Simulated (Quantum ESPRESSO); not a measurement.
# Cl under changes of volume

One of the cells (29.048 Å³/atom); the others are scaled copies at fixed shape and fractional positions:

```
Cl
1.0
     3.14500   -2.25000    0.00000
     3.14500    2.25000    0.00000
     0.00000    0.00000    8.21000
Cl
4
Direct
  0.37000 0.63000 0.40000
  0.13000 0.87000 0.90000
  0.63000 0.37000 0.60000
  0.87000 0.13000 0.10000
```

```yaml
Program: Quantum ESPRESSO 7.5
Functional: LDA
Potentials_or_basis: GBRV 1.5 LDA
Cutoff: 612 eV
Density_cutoff: 4898 eV
k_mesh: 7 × 7 × 4
Occupations: fermi-dirac, width 0.05 eV
Spin: no spin polarisation
```

```csv
volume (Å³/atom),energy over the lowest point (meV/atom),pressure (GPa),gap on the mesh (eV),largest force (eV/Å)
27.305,0.00,-0.8,2.57,0.650
27.886,3.80,-1.4,2.49,0.376
28.467,?,?,?,?
29.048,17.47,-2.4,2.35,0.176
29.629,26.89,-2.8,2.28,0.382
30.210,37.77,-3.2,2.21,0.587
30.791,49.94,-3.5,2.15,0.780
```

Q: What does the run at 28.467 Å³/atom give?

A: Energy over the lowest point 9.69 meV/atom; pressure -1.9 GPa; gap on the mesh 2.42 eV; largest force 0.144 eV/Å.

Worked out: A Birch-Murnaghan fit of order 3 (a polynomial in V^(-2/3)) to the other rows has its minimum at 26.70 Å³/atom, just outside them, with B0 = V·E''(V) = 34 GPa and B' = 4.6 at fixed shape and positions, which overstates the stiffness. It gives 9.70 meV/atom at 28.467 Å³/atom, against the run's 9.69, and -dE/dV = -1.9 GPa, against -1.9. A straight line through the other rows of the gap, of slope -3.5 eV per unit of ln V, gives 2.42 eV, against the run's 2.42.

Energies are extrapolated to zero smearing.

Caveats: an odd mesh through Γ misses points on the zone boundary, where band edges often lie.
